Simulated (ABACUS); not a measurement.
The system is HfO2.

```xyz
3
Lattice="0.0000 2.5575 2.5575 2.5575 0.0000 2.5575 2.5575 2.5575 0.0000" Properties=species:S:1:pos:R:3 pbc="T T T"
Hf    0.0000    0.0000    0.0000
O     3.8363    3.8363    3.8363
O     1.2788    1.2788    1.2788
```

Measurements of this composition are mostly on another form, of space group No. 14.

| Property | Result |
| --- | --- |
| Program | ABACUS 3.10.1 |
| Task | single point |
| Functional | PBEsol |
| Potentials or basis | PseudoDojo NC SR 0.4.1 PBEsol standard |
| Cutoff | 1143 eV |
| Density cutoff | 4572 eV |
| Basis | plane waves |
| k mesh | 9 × 9 × 9 |
| Occupations | fermi-dirac, width 0.05 eV |
| Spin | no spin polarisation |

On this cell: pressure -13.2 GPa; largest force zero by symmetry; band gap on the k mesh 3.75 eV, indirect (least direct gap 3.87 eV).

The same run follows on a disturbed copy (atoms moved at random, drawn with an rms of 0.05 Å):

```xyz
3
Lattice="0.0000 2.5575 2.5575 2.5575 0.0000 2.5575 2.5575 2.5575 0.0000" Properties=species:S:1:pos:R:3 pbc="T T T"
Hf   -0.0370   -0.0159    0.0251
O     3.8515    3.8457    3.8239
O     1.2535    1.2817    1.2562
```

Question: What changes?

Answer: The energy moves by +4.1 meV/atom; pressure -12.8 GPa; largest force 0.387 eV/Å; band gap on the k mesh 3.75 eV, indirect (least direct gap 3.86 eV).

Forces on the atoms (eV/Å):
```
Hf   0.102  0.046 -0.118
O   -0.380 -0.058 -0.042
O    0.278  0.012  0.160
```

Stress tensor (GPa, compression positive):
```
-12.72   0.34  -0.05
  0.34 -12.88   0.79
 -0.05   0.79 -12.84
```

Caveats: spin-orbit coupling is left out, which moves the levels of the heavy elements; an odd mesh through Γ misses points on the zone boundary, where band edges often lie.
